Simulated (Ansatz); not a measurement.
**As (sc type): how the settings move a single-point run**

Aim: see which settings change the result for As (sc type), by how much, and at what cost.

Computed with Ansatz 0.2.0 (reference: DFT, PBE, PAW with Ansatz's default frozen-core files, scalar-relativistic, unless a step's input says otherwise).

1 further run of the same task is left out (set aside as unsound or not needed).

### Step 1. The system as given

It takes space group Pm-3m (No. 221, cubic). The conventional cell has a = 2.400 Å, b = 2.400 Å, c = 2.400 Å, α = 90.00°, β = 90.00°, γ = 90.00°. As (site symmetry m-3m) is surrounded by 6 As at 2.40 Å.

Coordinates:

```
CELL_PARAMETERS angstrom
2.39988 0.00000 0.00000
0.00000 2.39988 0.00000
0.00000 0.00000 2.39988
ATOMIC_POSITIONS crystal
As 0.00000 0.00000 0.00000
```

### Step 2. Baseline

Contents of input.yaml:

```yaml
crystal:
  lattice:
    - [2.3998844845, 0.0, 0.0]
    - [0.0, 2.3998844845, 0.0]
    - [0.0, 0.0, 2.3998844845]
  atoms:
    - { symbol: As, position: [0.0, 0.0, 0.0] }
kpoints:
  mp_grid: { grid: [15, 15, 15] }
scf:
  occupations: { method: fermi_dirac, width: 0.08 }
hamiltonian:
  xc: pbe
  pseudopotentials: { kind: paw }
output:
  forces: true
  stress: true
  eigenvalues: true
  populations: true
```

On the command line:

```console
> ansatz run input.yaml --threads 1 --pin off --max-ram 2048MiB --backend cpu --events-out ev --progress --plain --runs-dir out
```

### Step 3. Variant: eigensolver.kind davidson, scf.algorithm density_mixing, ecutwfc 550 eV

input.yaml, as its differences from that of step 2:

```diff
@@ -11,2 +11,4 @@
   occupations: { method: fermi_dirac, width: 0.08 }
+  eigensolver: { kind: davidson }
+  algorithm: density_mixing
 hamiltonian:
@@ -19 +21,3 @@
   populations: true
+basis:
+  ecutwfc: "550 eV"
```

Q: Predict the outcome of this session. Wanted: for each run, ending; energy change; pressure; gap; force.

The runs gave:

| run | ending | energy change | pressure (GPa) | gap (eV) | force (eV/Å) | cycles | time |
| --- | --- | --- | --- | --- | --- | --- | --- |
| reference | converged | 0 | 70.4 | 0.00 | 0.00 | 6 | 1.5 s |
| 1: eigensolver.kind davidson, scf.algorithm density_mixing, ecutwfc 550 eV | converged | -0.9 meV/atom | 70.4 | 0.00 | 0.00 | 6 | 1.8 s |

Residual by cycle in the longest SCF loop of each run; runs are numbered as in the table. The quantity is the density residual dr2, in eV.

```
cycle  reference    run 1
    1     9.9e-4   9.6e-4
    2     4.2e-4   4.4e-4
    3     2.8e-5   5.9e-6
    4     1.3e-6   4.3e-7
    5     6.7e-8   2.0e-8
    6     9.3e-9  7.1e-11
```

What this shows: Changing the solver and cutoff moves the energy by -0.9 meV/atom. Semilocal functionals close small gaps, so the missing gap need not be the real solid's. The structure is not at rest: the sound run finds 70 GPa, so these are no properties of the relaxed crystal. 
